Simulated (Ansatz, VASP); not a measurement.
**KMgF3 in VASP and in Ansatz**

```
CELL_PARAMETERS angstrom
4.18506 0.00000 0.00000
0.00000 4.18506 0.00000
0.00000 0.00000 4.18506
ATOMIC_POSITIONS crystal
K 0.50000 0.50000 0.50000
Mg 0.00000 0.00000 0.00000
F 0.50000 0.00000 0.00000
F 0.00000 0.50000 0.00000
F 0.00000 0.00000 0.50000
```

Alike in both runs: task single point; functional PBE; k mesh 6 × 6 × 6; occupations gaussian, width 0.02 eV; no spin polarisation.

```csv
,VASP,Ansatz
version,VASP 6.6.1,Ansatz 0.2.0
potentials or method,"VASP PAW PBE potentials, release 64 (K_sv, Mg, F)","scalar-relativistic, plane waves, PAW"
plane-wave cutoff (eV),520,420
valence electrons in the cell,32,40
```

|  | VASP | Ansatz | Ansatz less VASP |
| --- | --- | --- | --- |
| gap on the k mesh at the Fermi level (eV) | 6.28 | 6.31 | +0.032 |
| least direct gap on the mesh (eV) | 6.60 | 6.62 | +0.029 |
| pressure (GPa) | -5.5 | -5.1 | +0.40 |

The functional is the same, so the differences come from potentials, cutoffs and numerics. The two sets of potentials don't hold the same shells in valence.

A k mesh can miss the band edges. Expect the measured gap to be larger: semilocal functionals such as PBE lack the derivative discontinuity.
